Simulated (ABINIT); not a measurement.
Runs of ABINIT 10.8.3 (patched build) on SnTe. It takes space group Fm-3m (No. 225, cubic). The conventional cell has a = 6.302 Å, b = 6.302 Å, c = 6.302 Å, α = 90.00°, β = 90.00°, γ = 90.00°. Te (site symmetry m-3m) has 6 Sn at 3.15 Å as nearest neighbours. Sn (site symmetry m-3m) has 6 Te at 3.15 Å as nearest neighbours. 

| level | pressure (GPa) |
| --- | --- |
| LDA | (c) |
| r2SCAN | (b) |
| PW91 | (a) |
| PBEsol | -0.7 |
| revPBE | 2.9 |
| AM05 | -0.4 |
| SCAN | 0.5 |
| WC | -0.5 |

Alike in all rows: task single point; potentials or basis JTH PAW PBE v2.0; no spin polarisation; cell as given; k mesh 7 × 7 × 7; cutoff (eV) 707; smearing fermi-dirac 0.05 eV.

**Question.** Fill in the values left out.

**Answer.** (a) 1.9; (b) 1.2; (c) -1.8.

Caveats: the PAW data sets were made with another functional, which shifts forces and pressure a little.

Runs at the PBE level aren't shown here.
